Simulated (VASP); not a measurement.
InPd under changes of volume

One of the cells (21.122 Å³/atom); the others are scaled copies at fixed shape and fractional positions:

```
CELL_PARAMETERS angstrom
0.00000 2.76426 2.76426
2.76426 0.00000 2.76426
2.76426 2.76426 0.00000
ATOMIC_POSITIONS crystal
In 0.00000 0.00000 0.00000
Pd 0.50000 0.50000 0.50000
```

The cell was built by a generator and needn't be a form met in nature.

- Program: VASP 6.6.1
- Functional: PBE
- Potentials or basis: VASP PAW PBE potentials, release 64 (In_d, Pd)
- Cutoff: 520 eV
- k mesh: 8 × 8 × 8
- Occupations: fermi-dirac, width 0.05 eV
- Spin: no spin polarisation

```tsv
volume (Å³/atom)	energy over the lowest point (meV/atom)	pressure (GPa)
19.465	?	?
19.880	9.42	4.1
20.294	1.39	2.0
21.122	0.00	-1.4
21.536	5.49	-2.8
21.950	14.44	-4.1
```

Question: What does the run at 19.465 Å³/atom give?

Answer: Energy over the lowest point 23.22 meV/atom; pressure 6.5 GPa.

Worked out: A Birch-Murnaghan fit of order 3 (a polynomial in V^(-2/3)) to the other rows has its minimum at 20.76 Å³/atom with B0 = V·E''(V) = 85 GPa and B' = 5.4. It gives 23.28 meV/atom at 19.465 Å³/atom, against the run's 23.22, and -dE/dV = 6.6 GPa, against 6.5.

Energies are extrapolated to zero smearing.
